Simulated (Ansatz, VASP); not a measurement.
# MoS2: VASP beside Ansatz, part 2 of 2

Aim: how closely do two programs agree when they are given the same cell, functional and k mesh? The structure shown is the end of the Ansatz relaxation below.

VASP 6.6.1 and Ansatz 0.2.0.

So far: The structure; Ansatz: relaxation, PBE with D3(BJ); VASP: single point, PBE with D3(BJ).

### Step 3. VASP: single point, PBE with D3(BJ) (continued)

Level of this step: PBE with D3(BJ), no spin polarisation; plane waves and PAW (Mo_sv, S) (VASP).

Numbers of over 12 decimals in the logs are rounded to 6 here.

From OUTCAR (step 3):

```text
ion  position               nearest neighbor table
   1  0.667  0.333  0.252-   6 2.40   6 2.40   6 2.40   5 2.40   5 2.40   5 2.40
   2  0.333  0.667  0.417-  10 2.40  10 2.40  10 2.40   8 2.40   8 2.40   8 2.40
   3  0.667  0.333  0.583-   7 2.40   7 2.40   7 2.40   9 2.40   9 2.40   9 2.40
   4  0.333  0.667  0.748-  11 2.40  11 2.40  11 2.40  12 2.40  12 2.40  12 2.40
   5  0.333  0.667  0.209-   1 2.40   1 2.40   1 2.40
   6  0.333  0.667  0.295-   1 2.40   1 2.40   1 2.40
   7  0.333  0.667  0.540-   3 2.40   3 2.40   3 2.40
   8  0.667  0.333  0.375-   2 2.40   2 2.40   2 2.40
   9  0.333  0.667  0.625-   3 2.40   3 2.40   3 2.40
  10  0.667  0.333  0.460-   2 2.40   2 2.40   2 2.40
  11  0.667  0.333  0.705-   4 2.40   4 2.40   4 2.40
  12  0.667  0.333  0.791-   4 2.40   4 2.40   4 2.40

  LATTYP: Found a hexagonal cell.
 ALAT       =     3.1504325204
 C/A-ratio  =    11.6226250722

 Subroutine GETGRP returns: Found 12 space group operations
 (whereof 12 operations were pure point group operations)

The static configuration has the point symmetry D_3d.

 Found     19 irreducible k-points:

   k-points           NKPTS =     19   k-points in BZ     NKDIM =     19   number of bands    NBANDS=     64

   dimension x,y,z NGX =    24 NGY =   24 NGZ =  270
   dimension x,y,z NGXF=    48 NGYF=   48 NGZF=  540

   ENCUT  =  500.0 eV  36.75 Ry    6.06 a.u.   5.74  5.74 66.76*2*pi/ulx,y,z

   NELECT =     104.0000    total number of electrons

 k-points in reciprocal lattice and weights: Automatic mesh
   0.00000000  0.00000000  0.00000000       0.007
   0.08333333  0.00000000  0.00000000       0.042
   0.16666667  0.00000000  0.00000000       0.042
   0.25000000 -0.00000000  0.00000000       0.042
   0.33333333  0.00000000  0.00000000       0.042
   0.41666667  0.00000000  0.00000000       0.042
   0.50000000 -0.00000000  0.00000000       0.021
   0.08333333  0.08333333  0.00000000       0.042
   0.16666667  0.08333333  0.00000000       0.083
[...]
0.33333333  0.25000000  0.00000000       0.083
   0.33333333  0.33333333  0.00000000       0.014

 average (electrostatic) potential at core
       1 -78.7912       2 -78.7925       3 -78.7925       4 -78.7912       5 -88.5211
       6 -88.5418       7 -88.5490       8 -88.5490       9 -88.5490      10 -88.5490
      11 -88.5418      12 -88.5211

 E-fermi :   3.8865

 k-point     1 :       0.0000    0.0000    0.0000
  band No.  band energies     occupation
    ...
     48       1.8611      2.00000
     49       2.3716      2.00000
     50       2.9050      2.00000
     51       3.2332      2.00000
     52       3.4180      2.00000
     53       5.5707      0.00000
     54       5.5707      0.00000
     55       5.5793      0.00000
     56       5.5794      0.00000
     57       5.5989      0.00000
    ...

 k-point     2 :       0.0833    0.0000    0.0000
  band No.  band energies     occupation
    ...
     48       2.0625      2.00000
     49       2.3755      2.00000
     50       2.8436      2.00000
     51       3.0866      2.00000
     52       3.2129      2.00000
     53       5.4650      0.00000
     54       5.4741      0.00000
     55       5.4834      0.00000
     56       5.4943      0.00000
     57       5.5610      0.00000
    ...

 k-point     3 :       0.1667    0.0000    0.0000
  band No.  band energies     occupation
    ...
     48       2.0550      2.00000
     49       2.2822      2.00000
     50       2.5149      2.00000
     51       2.6060      2.00000
     52       2.6355      2.00000
     53       4.9765      0.00000
     54       5.0697      0.00000
     55       5.2045      0.00000
     56       5.3141      0.00000
     57       5.3323      0.00000
    ...

 Edisp (eV)   -4.87572

  Total      -0.14533    -0.14533    -0.25365     0.00000     0.00000     0.00000
  in kB      -0.73981    -0.73981    -1.29123     0.00000     0.00000     0.00000
  external pressure =       -0.92 kB  Pullay stress =        0.00 kB

  energy-cutoff  :      500.00
  volume of cell :      314.74
      direct lattice vectors                 reciprocal lattice vectors
     3.150432520  0.000000000  0.000000000     0.317416734  0.183260637  0.000000000
    -1.575216260  2.728354596  0.000000000     0.000000000  0.366521273  0.000000000
     0.000000000  0.000000000 36.616296000     0.000000000  0.000000000  0.027310245

 POSITION                                       TOTAL-FORCE (eV/Angst)
 -----------------------------------------------------------------------------------
      1.57522      0.90945      9.23021        -0.000000      0.000000     -0.000565
      0.00000      1.81890     15.28389        -0.000000      0.000000      0.000356
      1.57522      0.90945     21.33241         0.000000      0.000000     -0.000356
     -0.00000      1.81890     27.38608         0.000000      0.000000      0.000565
      0.00000      1.81890      7.66223         0.000000     -0.000000      0.012253
      0.00000      1.81890     10.79659         0.000000     -0.000000     -0.012643
     -0.00000      1.81890     19.76686        -0.000000      0.000000      0.012916
      1.57522      0.90945     13.71830        -0.000000      0.000000      0.013394
     -0.00000      1.81890     22.89799        -0.000000     -0.000000     -0.013394
      1.57522      0.90945     16.84943        -0.000000     -0.000000     -0.012916
      1.57522      0.90945     25.81970        -0.000000      0.000000      0.012643
      1.57522      0.90945     28.95407        -0.000000      0.000000     -0.012253
 -----------------------------------------------------------------------------------
    total drift:                               -0.000000      0.000000     -0.000000

  FREE ENERGIE OF THE ION-ELECTRON SYSTEM (eV)
  ---------------------------------------------------
  free  energy   TOTEN  =       -92.0418394771 eV

  energy  without entropy=      -92.0418394771  energy(sigma->0) =      -92.04183948

 total charge
# of ion       s       p       d       tot
------------------------------------------
    1        2.293   6.224   3.960  12.478
    2        2.294   6.225   3.964  12.482
    3        2.294   6.225   3.964  12.482
    4        2.293   6.224   3.960  12.478
    5        1.364   2.344   0.000   3.707
    6        1.366   2.343   0.000   3.709
    7        1.366   2.343   0.000   3.709
    8        1.366   2.343   0.000   3.709
    9        1.366   2.343   0.000   3.709
   10        1.366   2.343   0.000   3.709
   11        1.366   2.343   0.000   3.709
   12        1.364   2.344   0.000   3.707
--------------------------------------------------
tot         20.095  43.644  15.849  79.587

[... 3 further parts left out ...]
```

The run ends at a pressure of -0.09 GPa, with forces up to 0.013 eV/Å.

### Step 4. Comparison

Known differences besides the potentials themselves: the cutoff is 600 eV in Ansatz and 500 eV in VASP; Ansatz's pressure holds a Pulay correction, VASP's none. Total energies have different zeros and are not compared.

Both answers:

```csv
quantity,Ansatz,VASP,difference
pressure (GPa),-0.01,-0.09,+0.09
gap on the k mesh (eV),0.922,0.937,-0.015
```

At this near-relaxed geometry the largest component of a force difference is 13 meV/Å. A gap on the mesh is an upper bound, since the band edges may lie between its points. With vacuum in the cell, a pressure given here is an average over mostly empty space and none of the material.

### Step 5. Outcome

```yaml
difference_in_gap_on_the_k_mesh_single_point_pbe_with_d3_bj: -0.015 eV
```

The difference in gap on the k mesh is -0.015 eV (single point, PBE with D3(BJ)), within the 0.08 eV picked in this series as the mark of a large difference. How closely two codes agree says nothing of how well the functional describes the real material.

[Lines on the potential files, build, host, timing and source positions are cut from VASP's logs without a mark.]

[Logs are printed without paths, hosts, clocks, repeated set-up lines and the standing remarks that a program may print on its own settings, such as how far it seeks lower states.]

[Hosts, paths, dates, database ids (printed as entryN), source tags and the programs' standing remarks are cut or masked in the printed files.]
